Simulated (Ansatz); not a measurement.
# SiNi (P2_13) in Ansatz: band structure with r2SCAN

Aim: the band structure of SiNi with r2SCAN.

Everything below comes from runs of Ansatz 0.2.0. Logs are shortened: lines on timing, memory, paths and dates and some standing lists are left out, and cuts for length are marked.

**1. Starting point**

It takes space group P2_13 (No. 198, cubic). Conventional cell: a = 4.504 Å, b = 4.504 Å, c = 4.504 Å, α = 90.00°, β = 90.00°, γ = 90.00°. Ni (site symmetry 3) is surrounded by 7 Si at 2.36 to 2.44 Å. Si (site symmetry 3) has 7 Ni at 2.36 to 2.44 Å as nearest neighbours.

The cell is a database's computed one.

**2. Band structure, r2SCAN, collinear spin, ferromagnetic start**

The input, input.yaml:

```yaml
crystal:
  lattice:
    - [4.503694, 0.0, 0.0]
    - [0.0, 4.503694, 0.0]
    - [0.0, 0.0, 4.503694]
  atoms:
    - { symbol: Ni, position: [0.149504, 0.149504, 0.149504], spin: 1.0 }
    - { symbol: Ni, position: [0.649504, 0.350496, 0.850496], spin: 1.0 }
    - { symbol: Ni, position: [0.850496, 0.649504, 0.350496], spin: 1.0 }
    - { symbol: Ni, position: [0.350496, 0.850496, 0.649504], spin: 1.0 }
    - { symbol: Si, position: [0.84683, 0.84683, 0.84683] }
    - { symbol: Si, position: [0.34683, 0.65317, 0.15317] }
    - { symbol: Si, position: [0.15317, 0.34683, 0.65317] }
    - { symbol: Si, position: [0.65317, 0.15317, 0.34683] }
hamiltonian:
  xc: r2scan
  pseudopotentials: { kind: paw }
magnetization:
  spin_polarized: true
kpoints:
  mp_grid: { grid: [6, 6, 6] }
  band_path:
    path:
      - [[0.0, 0.0, 0.0], [0.0, 0.5, 0.0], [0.5, 0.5, 0.0], [0.0, 0.0, 0.0], [0.5, 0.5, 0.5], [0.0, 0.5, 0.0]]
      - [[0.5, 0.5, 0.0], [0.5, 0.5, 0.5]]
    npoints: 10
scf:
  occupations: { method: fermi_dirac, width: 0.05 }
  n_extra_bands: 20
output:
  forces: true
  stress: true
  eigenvalues: true
  fatbands: false
```

Potentials or basis: Ansatz PAW.

Launch:

```
> ansatz run input.yaml --threads 4 --pin off --max-ram 11264MiB --backend cpu --events-out ev --progress --plain --runs-dir out
```

Log:

```text
Warning: RAYON_NUM_THREADS=4 ignored (pool sized by the plan → 4); use --threads N
scf.n_extra_bands = 20 over 44 filled bands (N_el = 88.0): the run solves 64 bands
Engine: ansatz 0.2.0, x86_64-unknown-linux-gnu
Pseudopotentials: kind: paw
Pseudopotential: Ni, paw, valence charge 18, recommended cutoff 500 eV (meta_gga), Ni.paw.azcp
Pseudopotential: Si, paw, valence charge 4, recommended cutoff 500 eV (meta_gga), Si.paw.azcp
Functional definition: r2SCAN
  parameter k0 = 0.174
  parameter k1 = 0.065
  parameter a1 = 4.9479
  exchange = r2scan_x(k0 = k0, k1 = k1, a1 = a1)
  correlation = r2scan_c
Crystal: 8 atoms, lattice volume = 91.350 Å³
Basis set: ecut = 500 eV, 2325 PW (Γ), exchange–correlation on 144×144×144 points (64 copies of the dense FFT grid, shifted against one another)
Bands: 64, of which v1, the nominal top of the filled ones, is band 44 counted from 1 (43 counted from 0)
Symmetry: 12 space group operations
Space group: P213 (ITA 198), of the structure as read, at distance tolerance 4.5e-5 Å
Magnetic group: BNS 198.9 (UNI 1511), of the structure as read, at distance tolerance 4.5e-5 Å
k-points: 24 of 216 (time reversal used)
Non-local potential: Ni, projectors of the file, l = 0: 3, l = 1: 2, l = 2: 3, l = 3: 1
Non-local potential: Si, projectors of the file, l = 0: 2, l = 1: 2, l = 2: 2
PAW form: soft (Blöchl's): semilocal exchange-correlation on the pseudo side does not see the compensation charge
PAW frozen core: Ni, regenerated for the run's functional (the file was generated under x = pbe(κ = 0.804, μ = 0.2195149727645171), c = pbe(β = 0.06672455060314922))
PAW frozen core: Si, regenerated for the run's functional (the file was generated under x = pbe(κ = 0.804, μ = 0.2195149727645171), c = pbe(β = 0.06672455060314922))
PAW one-centre angular grid: Ni, 590 points (default); XC on 160 Gauss nodes
PAW one-centre angular grid: Si, 302 points (default); XC on 160 Gauss nodes
Initial density: superposition of atomic densities (chi_scale 0.1, normalization cell)
Starting moments: Σ|m| = 4 μB on 4 of 8 sites
Initial wavefunctions: pseudopotential atomic-orbital guess
Functional: x = r2scan, c = r2scan; τ floored in thin density (d = 2e-4 eV/Å³)
iter 1 solved again at ethr=1.52e-3 eV; its pass at ethr=3.10e-3 eV (dr2=1.34e0 eV) is discarded
SCF iter   1: F=—  HF=-25932.531158 eV  |F-HF|=—  |Δ(HF+E_count)|=         —  Δρ=4.10e-2 (↑4.10e-2 ↓3.57e-2)  dr2=9.38e-1  dr2_τ=4.21e-2  dr2_m=9.77e-1  M=1.859 μB ∫|m|=2.703 μB  β_m=0.56  ethr=1.52e-3  ⟨swp⟩=4.1  Hψ=18976  notcnv=0
Mixer restart at iter 1: flushing history
preconditioner: auto → Kerker (q_TF=auto, 2.711 Å⁻¹)  [metal: Δε(μ)=0.021 eV  Ē_g=10.732 eV  σ=0.050 eV  W_gap=0.10  n_scr=26 (ndim 8)  ℏωp=29.1 eV  f_vac=0.000  D(μ)=3.42/eV (n_scr^D=26)]
spin=Collinear: Kerker preconditioning applied to the charge; magnetization (m = ρ↑ − ρ↓) channel mixes plain (no charge-response kernel on spin).
[... 19 lines left out ...]
SCF iter  20: F=—  HF=-25940.334356 eV  |F-HF|=—  |Δ(HF+E_count)|=   2.05e-8  Δρ=1.62e-6 (↑1.62e-6 ↓1.27e-6)  dr2=4.92e-9  dr2_τ=4.51e-12  dr2_m=3.79e-11  M=-0.000 μB ∫|m|=0.000 μB  β_m=0.40  ethr=7.01e-12  ⟨swp⟩=2.0  Hψ=4809  notcnv=0  defer=568  κ⁻¹=1.0e-7(r=8)
SCF iter  21: F=-25940.334356 eV  HF=-25940.334356 eV  |F-HF|=0.00e0  |Δ(HF+E_count)|=   6.14e-9  Δρ=2.58e-7 (↑2.32e-7 ↓2.58e-7)  dr2=1.04e-10  dr2_τ=2.28e-12  dr2_m=2.01e-11  M=-0.000 μB ∫|m|=0.000 μB  ethr=5.60e-12  ⟨swp⟩=8.5  Hψ=14518  notcnv=0
SCF 1 converged in 21 iterations: F = -25940.334356 eV  dr2 = 1.04e-10
WARN: the starting moments were not kept: the SCF closed with an absolute magnetisation of 1.2e-5 μB, where they sum to 4 μB in size (4 sites). That is at most 0.1 of that sum. Measured as dr2_m measures the in/out step, that magnetisation stands 3.4e-11 eV from none, at or under the dr2_threshold of 1.0e-7 eV: it is no larger than a step whose dr2_m would equal this threshold. The system may hold no moment; this SCF shows only that its start led to no more than that. To try another start: raise the starting moments (crystal.atoms[].spin, magnetization.per_species, magnetization.initial_magnetization, or on a non-collinear deck that types none of these the spinor_matrix: blocks that start its atoms; where the total moment is fixed, keep their sum and leave initial_magnetization as it is; typed ones take the place of any that the run laid by itself, positive ones on a crystal's lanthanoids without a Hubbard term where scf.initial_density.shell_occupations: [] is typed) or, if the notice of its spin-set hold's release reads "site moments contracting" or "site moments show no strong build", lengthen the hold (scf.mixing.spin_hold: { on: { confirm: 4 } }; for m-r²SCAN on two components see the key's manual first). Each may lead to a state that holds a moment. A second SCF, from the converged charge density, with the starting moments and any scf.initial_density.shell_occupations laid on it anew, would have followed, and was not run: the deck does not ask for one (magnetization.retry_lost_moments is false, the default). To let it run, set magnetization.retry_lost_moments: true and run the deck again, where that key's refused combinations let it; where memory then withholds it, that run's warning says so.
this state was not tested for a lower state beside it, because the mixer in use, unlike msr1, does not test its closes by its own steps (another_mixer; see scf.mixing.algorithm and scf.lower_state_search)
NSCF: frozen V_eff on 62 k-points
SCF converged after 21 iterations
Magnetization: -0.0000 μB (44.0000 up, 44.0000 down)
Absolute magnetization: 0.0000 μB (∫|ρ↑−ρ↓|, with the PAW one-centre terms)
Spin contamination: 0.0000 ħ² per cell (⟨S²⟩ above its minimum at these occupations)
Per-site moments (μB) at R_I (Å): [(-1.614338423321863e-6, 0.973931856589587), (-1.6143384227209093e-6, 0.973931856589587), (-1.614338422646064e-6, 0.973931856589587), (-1.6143384228240027e-6, 0.973931856589587), (-7.186310380706739e-7, 0.973931856589587), (-7.186310381395365e-7, 0.973931856589587), (-7.186310381954596e-7, 0.973931856589587), (-7.186310383407228e-7, 0.973931856589587)]
Free energy (F): -25940.334356 eV
Harris-Foulkes:  -25940.334356 eV  (|F-HF|=0.00e0)
Internal energy: -25940.311917 eV  (E = F + TS)
E sigma→0 (E₀):  -25940.323137 eV
Entropy (-TS):   -0.022439 eV (-2.805 meV/atom)
Fermi energy:    16.407838 eV
--- Per-component energies (eV) ---
  E_band       = -1285.204592
  E_kinetic    = 1313.854601
  E_local      = -17361.264760  (includes V_loc(G=0)·N_el)
  E_nonlocal   = 2664.330347
  E_hartree    = 7504.092687
  E_xc         = -529.264050
  E_vxc        = -681.632592  (∫ρ·V_xc dr)
  E_paw        = -8665.284868  (= ΣΔE_a)
  E_vpaw       = -2273.200578  (= ΣTr[D̂ρ^β])
  E_aug_tail   = 0.000935  (compensation charges beyond the density's cutoff)
  E_vtau       = 44.521276  (kinetic-family band-sum trace: ∫τ·v_τ [+ j·A + Jᵃ·Aᵃ] dr)
  E_ewald      = -10865.270803
  E_core_change = -1.506006  (= ΣΔE_core)
  E_smearing   = -0.022439  (= −TS)
  E_closure    = -0.000000  (closes the sum)
  Σ components = -25940.334356   (vs F -25940.334356, Δ=0.00e0)
--- Forces (eV/Å), atoms counted from 1 ---
  atom   1  Ni    -0.03281503    -0.03281503    -0.03281503
  atom   2  Ni    -0.03281503     0.03281503     0.03281503
  atom   3  Ni     0.03281503    -0.03281503     0.03281503
  atom   4  Ni     0.03281503     0.03281503    -0.03281503
  atom   5  Si     0.00062997     0.00062997     0.00062997
  atom   6  Si     0.00062997    -0.00062997    -0.00062997
  atom   7  Si    -0.00062997     0.00062997    -0.00062997
  atom   8  Si    -0.00062997    -0.00062997     0.00062997
  max |Σ_I F_I| component: 1.50e-16 eV/Å
--- Stress (GPa, compression-positive) ---
       -5.099798       0.000000      -0.000000
        0.000000      -5.099798      -0.000000
       -0.000000       0.000000      -5.099798
  P = ⅓ Tr σ = -5.0998 GPa (-50.998 kbar)
--- Band table (eV; the first three rows and the last of 48) ---
  k-point 0 ↑: bands = ["-91.4586", "-91.4535", "-91.4535", "-91.4535", "-50.4916", "-50.4916", "-50.4916", "-50.4712", "-50.3603", "-50.3603", "-50.3603", "-50.3413", "-50.3413", "-50.3339", "-50.3339", "-50.3339", "1.4172", "7.1462", "7.1462", "7.1462", "9.7525", "9.7525", "9.7525", "11.5434", "11.5434", "11.5434", "12.1676", "12.1676", "12.1958", "12.5268", "12.5268", "12.5268", "12.8915", "12.8915", "12.8915", "13.9830", "13.9830", "13.9830", "14.0764", "14.0764", "14.7198", "14.7198", "14.7198", "17.5106", "17.5106", "17.5106", "17.7934", "17.7934", "18.4720", "18.4720", "18.4720", "20.0543", "21.1789", "21.1789", "21.1789", "24.0973", "24.0973", "24.0973", "24.5405", "25.5944", "25.5944", "25.5944", "26.2963", "30.9279"]
  k-point 1 ↑: bands = ["-91.4583", "-91.4543", "-91.4534", "-91.4530", "-50.4938", "-50.4920", "-50.4882", "-50.4723", "-50.3642", "-50.3616", "-50.3550", "-50.3411", "-50.3400", "-50.3353", "-50.3350", "-50.3331", "1.6268", "5.9650", "7.2904", "7.8913", "9.2733", "9.8649", "10.5301", "10.8332", "11.1851", "11.9765", "12.1647", "12.2136", "12.4382", "12.4514", "12.5361", "12.5394", "12.8248", "12.8499", "13.1190", "13.8042", "13.8534", "14.0325", "14.0928", "14.1743", "14.5373", "14.6441", "15.2173", "16.7208", "16.8310", "17.0308", "17.3311", "18.3058", "18.8106", "18.8456", "19.4271", "20.2692", "20.7255", "22.0307", "22.5272", "22.7572", "22.9488", "23.5708", "24.5064", "26.1663", "27.0693", "27.1938", "27.4967", "28.8250"]
  k-point 2 ↑: bands = ["-91.4576", "-91.4554", "-91.4532", "-91.4529", "-50.4945", "-50.4930", "-50.4838", "-50.4751", "-50.3662", "-50.3642", "-50.3491", "-50.3406", "-50.3378", "-50.3372", "-50.3369", "-50.3334", "2.2458", "4.5400", "7.7002", "8.4294", "9.2120", "9.9967", "10.1107", "10.6276", "11.3625", "11.5853", "12.1500", "12.3029", "12.4885", "12.5089", "12.6078", "12.6410", "12.7964", "12.9887", "13.1839", "13.4957", "13.8148", "13.9385", "14.1468", "14.1571", "14.4447", "14.4676", "15.6513", "16.1553", "16.3414", "16.4131", "17.7831", "18.8468", "19.1901", "19.3044", "19.9000", "20.8485", "20.9705", "21.4575", "21.6165", "22.5499", "23.8077", "24.6884", "25.1674", "25.8528", "27.2538", "28.6504", "29.2389", "29.4463"]
  k-point 23 ↓: bands = ["-91.4547", "-91.4547", "-91.4547", "-91.4547", "-50.4869", "-50.4869", "-50.4869", "-50.4869", "-50.3584", "-50.3584", "-50.3584", "-50.3584", "-50.3328", "-50.3328", "-50.3328", "-50.3328", "5.8001", "5.8001", "5.8001", "5.8001", "8.2632", "8.2632", "8.2632", "8.2632", "12.1843", "12.1843", "12.1843", "12.1843", "12.4462", "12.4462", "12.4462", "12.4462", "13.6483", "13.6483", "13.6483", "13.6483", "13.6760", "13.6760", "13.6760", "13.6760", "14.5253", "14.5253", "14.5253", "14.5253", "20.9326", "20.9326", "20.9326", "20.9326", "21.1582", "21.1582", "21.1582", "21.1582", "23.2142", "23.2142", "23.2142", "23.2142", "24.5203", "24.5203", "24.5203", "24.5203", "24.8111", "24.8111", "24.8111", "24.8111"]
```

Wall time 24 s (4 threads of Intel Xeon 6975P-C (Granite Rapids), shared host); peak memory 0.94 GiB.

What came out:

```
Free energy            : -25940.3344 eV
Pressure               : -5.1 GPa
Largest force          : 0.057 eV/Å
Band gap on the k mesh : none (metal or under the smearing width)
Net moment             : 0.00 μB per cell
Absolute moment        : 0.00 μB per cell
```

Forces on the atoms (eV/Å):
```
Ni  -0.033 -0.033 -0.033
Ni  -0.033  0.033  0.033
Ni   0.033 -0.033  0.033
Ni   0.033  0.033 -0.033
Si   0.001  0.001  0.001
Si   0.001 -0.001 -0.001
Si  -0.001  0.001 -0.001
Si  -0.001 -0.001  0.001
```

Levels at the corners of the path, in eV from the Fermi level:
Spin up:
| point | band 40 | band 41 | band 42 | band 43 | band 44 | band 45 | band 46 | band 47 | band 48 | band 49 |
| --- | --- | --- | --- | --- | --- | --- | --- | --- | --- | --- |
| Γ | -2.33 | -1.69 | -1.69 | -1.69 | 1.10 | 1.10 | 1.10 | 1.39 | 1.39 | 2.06 |
| X | -2.22 | -2.08 | -2.08 | -0.67 | -0.67 | -0.18 | -0.18 | 2.89 | 2.89 | 3.05 |
| M | -2.50 | -1.63 | -1.63 | -1.04 | -1.04 | 0.39 | 0.39 | 0.92 | 0.92 | 4.13 |
| Γ | -2.33 | -1.69 | -1.69 | -1.69 | 1.10 | 1.10 | 1.10 | 1.39 | 1.39 | 2.06 |
| R | -2.73 | -1.88 | -1.88 | -1.88 | -1.88 | 4.52 | 4.52 | 4.52 | 4.52 | 4.75 |
| X | -2.22 | -2.08 | -2.08 | -0.67 | -0.67 | -0.18 | -0.18 | 2.89 | 2.89 | 3.05 |
| M | -2.50 | -1.63 | -1.63 | -1.04 | -1.04 | 0.39 | 0.39 | 0.92 | 0.92 | 4.13 |
| R | -2.73 | -1.88 | -1.88 | -1.88 | -1.88 | 4.52 | 4.52 | 4.52 | 4.52 | 4.75 |
Spin down:
| point | band 41 | band 42 | band 43 | band 44 | band 45 | band 46 | band 47 | band 48 |
| --- | --- | --- | --- | --- | --- | --- | --- | --- |
| Γ | -1.69 | -1.69 | -1.69 | 1.10 | 1.10 | 1.10 | 1.39 | 1.39 |
| X | -2.08 | -2.08 | -0.67 | -0.67 | -0.18 | -0.18 | 2.89 | 2.89 |
| M | -1.63 | -1.63 | -1.04 | -1.04 | 0.39 | 0.39 | 0.92 | 0.92 |
| Γ | -1.69 | -1.69 | -1.69 | 1.10 | 1.10 | 1.10 | 1.39 | 1.39 |
| R | -1.88 | -1.88 | -1.88 | -1.88 | 4.52 | 4.52 | 4.52 | 4.52 |
| X | -2.08 | -2.08 | -0.67 | -0.67 | -0.18 | -0.18 | 2.89 | 2.89 |
| M | -1.63 | -1.63 | -1.04 | -1.04 | 0.39 | 0.39 | 0.92 | 0.92 |
| R | -1.88 | -1.88 | -1.88 | -1.88 | 4.52 | 4.52 | 4.52 | 4.52 |

Caveat: the magnetic or orbital state may not be the lowest; the PAW data sets come from PBE, with cores solved anew for the run's functional, which leaves a small shift of forces and pressure; the starting moments weren't kept.
